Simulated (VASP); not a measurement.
# TaN (P6_3/mmc) in VASP: further runs, part 2 of 2

VASP 6.6.1.

### Step 4. Phonons, PBE

File POSCAR:

```
TaN
1.0
    2.9217699809      0.0000000000      0.0000000000
   -1.4608849905      2.5303270275      0.0000000000
    0.0000000000      0.0000000000      5.9165150000
Ta N
2 2
Direct
    0.0000000000      0.0000000000      0.5000000000
    0.0000000000      0.0000000000      0.0000000000
    0.3333333333      0.6666666667      0.2500000000
    0.6666666667      0.3333333333      0.7500000000
```

File INCAR.step1:

```
ALGO = Normal ; EDIFF = 1E-8
EDIFFG = -0.002 ; ENCUT = 600
GGA = PE ; IBRION = 2
ISIF = 3 ; ISMEAR = 0
LASPH = True ; LCHARG = False
LREAL = False ; LWAVE = False
NELM = 60 ; NSW = 40
PREC = Accurate ; SIGMA = 0.02
```

File INCAR.step2:

```
ALGO = Normal ; EDIFF = 1E-8
ENCUT = 600 ; GGA = PE
IBRION = 8 ; ISIF = 2
ISMEAR = 0 ; LASPH = True
LCHARG = False ; LREAL = False
LWAVE = False ; NELM = 60
NSW = 1 ; PREC = Accurate
SIGMA = 0.02
```

File KPOINTS:

```
k-points
0
Gamma
  7 7 4
```

Potentials or basis: VASP PAW PBE potentials, release 64 (Ta_pv, N).

On the command line:

```bash
cat potpaw_PBE.64/Ta_pv/POTCAR potpaw_PBE.64/N/POTCAR > POTCAR
cp INCAR.step1 INCAR
mpirun -np 1 vasp_std > vasp.out
cp CONTCAR POSCAR
cp INCAR.step2 INCAR
mpirun -np 1 vasp_std > vasp.out
```

OUTCAR:

```text
EDIFF = 1E-8
   ENCUT = 600
   GGA = PE
   IBRION = 8
   ISIF = 2
   ISMEAR = 0
   LASPH = True
   LREAL = False
   NELM = 60
   NSW = 1
   PREC = Accurate

 ion  position               nearest neighbor table
   1  0.000  0.000  0.500-   3 2.24   4 2.24   4 2.24   3 2.24   4 2.24   3 2.24   2 2.96   2 2.96

   2  0.000  0.000  0.000-   3 2.24   4 2.24   4 2.24   3 2.24   4 2.24   3 2.24   1 2.96   1 2.96

   3  0.333  0.667  0.250-   1 2.24   2 2.24   1 2.24   2 2.24   1 2.24   2 2.24
   4  0.667  0.333  0.750-   1 2.24   2 2.24   1 2.24   2 2.24   1 2.24   2 2.24

  LATTYP: Found a hexagonal cell.
 ALAT       =     2.9154405013
 C/A-ratio  =     2.0338599559

  Lattice vectors:

 A1 = (   2.9154405013,   0.0000000000,   0.0000000000)
 A2 = (  -1.4577202507,   2.5248455374,   0.0000000000)
 A3 = (   0.0000000000,   0.0000000000,   5.9295976895)

Analysis of symmetry for initial positions (statically):
=====================================================================
 Subroutine PRICEL returns:
 Original cell was already a primitive cell.

 Routine SETGRP: Setting up the symmetry group for a
 hexagonal supercell.

 Subroutine GETGRP returns: Found 24 space group operations
 (whereof 12 operations were pure point group operations)
 out of a pool of 24 trial point group operations.

The static configuration has the point symmetry D_3d.
[... 778 lines left out ...]

  energy without entropy =       -0.25374265

------------------------ aborting loop because EDIFF is reached ----------------------------------------

 INTERNAL STRAIN TENSOR  FOR ION    3  DIRECTION 3   (eV/Angst):
 -----------------------------------------------------------------------------
     0.00113  0.00000 -0.00000
     0.00000  0.00113  0.00000
     0.00000  0.00000 -0.00637

 INTERNAL STRAIN TENSOR FOR ION    4 for displacements in x,y,z  (eV/Angst):
          X           Y           Z          XY          YZ          ZX
  --------------------------------------------------------------------------------
  x     0.00000    -0.00000    -0.00000    -7.74177     0.00000     0.00000
  y    -7.74177     7.74177     0.00000    -0.00000     0.00000     0.00000
  z     0.00000     0.00000     0.00000     0.00000    -0.00000     0.00000

 SECOND DERIVATIVES (NOT SYMMETRIZED)
 ------------------------------------
               1X          1Y          1Z          2X          2Y          2Z          3X          3Y          3Z          4X          4Y          4Z
  1X   -10.498784    0.000000    0.000000    2.655553   -0.000000    0.000000    3.921616   -0.000000    0.000000    3.921616   -0.000000    0.000000
  1Y     0.000000  -10.498784    0.000000   -0.000000    2.655553    0.000000   -0.000000    3.921616    0.000000   -0.000000    3.921616    0.000000
  1Z    -0.000000    0.000000  -28.771807   -0.000000   -0.000000   17.010270    0.000000   -0.000000    5.880768    0.000000    0.000000    5.880768
  2X     2.655553   -0.000000    0.000000  -10.498784    0.000000    0.000000    3.921616   -0.000000    0.000000    3.921616   -0.000000    0.000000
  2Y    -0.000000    2.655553    0.000000    0.000000  -10.498784    0.000000   -0.000000    3.921616    0.000000   -0.000000    3.921616    0.000000
  2Z     0.000000    0.000000   17.010270    0.000000   -0.000000  -28.771807   -0.000000    0.000000    5.880768   -0.000000    0.000000    5.880768
  3X     3.916969   -0.000000   -0.000000    3.916969   -0.000000    0.000000   -9.946097    0.000000    0.000000    2.112158   -0.000000    0.000000
  3Y    -0.000000    3.916969    0.000000   -0.000000    3.916969   -0.000000    0.000000   -9.946097    0.000000   -0.000000    2.112158    0.000000
  3Z    -0.000000    0.000000    5.875124    0.000000    0.000000    5.875124    0.000000    0.000000  -13.006597   -0.000000    0.000000    1.256349
  4X     3.916969   -0.000000   -0.000000    3.916969   -0.000000    0.000000    2.112158   -0.000000    0.000000   -9.946097    0.000000    0.000000
  4Y    -0.000000    3.916969    0.000000   -0.000000    3.916969   -0.000000   -0.000000    2.112158    0.000000    0.000000   -9.946097    0.000000
  4Z    -0.000000    0.000000    5.875124    0.000000    0.000000    5.875124   -0.000000    0.000000    1.256349    0.000000    0.000000  -13.006597

 Eigenvectors and eigenvalues of the dynamical matrix
 ----------------------------------------------------

   1 f  =   15.778867 THz    99.141548 2PiTHz  526.326362 cm-1    65.256123 meV
             X         Y         Z           dx          dy          dz
      0.000000  0.000000  2.964799    -0.000000    0.000000   -0.000000
      0.000000  0.000000  0.000000    -0.000000   -0.000000   -0.000000
     -0.000000  1.683230  1.482399    -0.000000    0.000000   -0.707107
      1.457720  0.841615  4.447198     0.000000   -0.000000    0.707107
[... 71 lines left out ...]
  12 f/i=    0.001859 THz     0.011678 2PiTHz    0.061995 cm-1     0.007686 meV
             X         Y         Z           dx          dy          dz
      0.000000  0.000000  2.964799    -0.128014    0.669077    0.000000
      0.000000  0.000000  0.000000    -0.128014    0.669077    0.000000
     -0.000000  1.683230  1.482399    -0.035630    0.186224    0.000000
      1.457720  0.841615  4.447198    -0.035630    0.186224    0.000000

--------------------------------------------------------------------------------------------------------

 ELASTIC MODULI CONTR FROM IONIC RELAXATION (kBar)
 Direction    XX          YY          ZZ          XY          YZ          ZX
 --------------------------------------------------------------------------------
 XX        -364.8992    364.8992      0.0000      0.0000     -0.0000      0.0000
 YY         364.8992   -364.8992     -0.0000      0.0000      0.0000     -0.0000
 ZZ           0.0000     -0.0000     -0.0000     -0.0000     -0.0000      0.0000
 XY           0.0000      0.0000     -0.0000   -364.8992     -0.0000      0.0000
 YZ          -0.0000      0.0000     -0.0000     -0.0000     -0.0000      0.0000
 ZX           0.0000     -0.0000      0.0000      0.0000      0.0000     -0.0000
 --------------------------------------------------------------------------------
```

It took 8.8 min on 1 thread of AMD EPYC 7R43 (Zen 3), shared host; peak memory 0.27 GiB.

What came out:

* Relaxed volume: 10.91 Å³/atom
* Relaxed cell: a = 2.915 Å, b = 2.915 Å, c = 5.930 Å, α = 90.00°, β = 90.00°, γ = 120.00°
* Space group after relaxing (to 0.05 Å): P6_3/mmc (No. 194)
* Highest phonon frequency at Γ, LO-TO splitting left out: 526 cm⁻¹

The path:
| step | energy change (eV) | largest force (eV/Å) | pressure (GPa) | volume (Å³) |
| --- | --- | --- | --- | --- |
| 1 | 0.0000 | 0.0000 | -0.55 | 43.74 |
| 2 | 0.0002 | 0.0000 | 0.97 | 43.50 |
| 3 | -0.0012 | 0.0000 | 0.17 | 43.63 |
| 4 | -0.0012 | 0.0000 | -0.31 | 43.69 |
| 5 | -0.0012 | 0.0000 | 0.01 | 43.65 |

Final structure:
```
Ta N
1.0
     2.91544    0.00000    0.00000
    -1.45772    2.52485    0.00000
     0.00000    0.00000    5.92960
Ta N
2 2
Direct
  0.00000 0.00000 0.50000
  0.00000 0.00000 0.00000
  0.33333 0.66667 0.25000
  0.66667 0.33333 0.75000
```

Phonon frequencies in cm⁻¹ (negative: imaginary):
```
              q point                                frequencies
(0.000, 0.000, 0.000)  0 0 0 141 141 262 405 405 484 484 496 526
```

Spin-orbit coupling is left out, which matters for the levels of Ta.

### Step 5. The runs side by side

| task | cell | k mesh | cutoff (eV) | gap on the mesh (eV) | pressure (GPa) |
| --- | --- | --- | --- | --- | --- |
| electric field gradients | as given | 10 × 10 × 5 | 520 | none | -0.4 |
| core levels | as given | 10 × 10 × 5 | 520 | none | -0.4 |
| phonons | relaxed | 7 × 7 × 4 | 600 | - | - |

Alike in all rows: level PBE; potentials or basis VASP PAW PBE potentials, release 64 (Ta_pv, N); no spin polarisation; smearing gaussian 0.02 eV.

Total energies depend on the potentials used, so only differences within one code and one set of settings carry meaning.
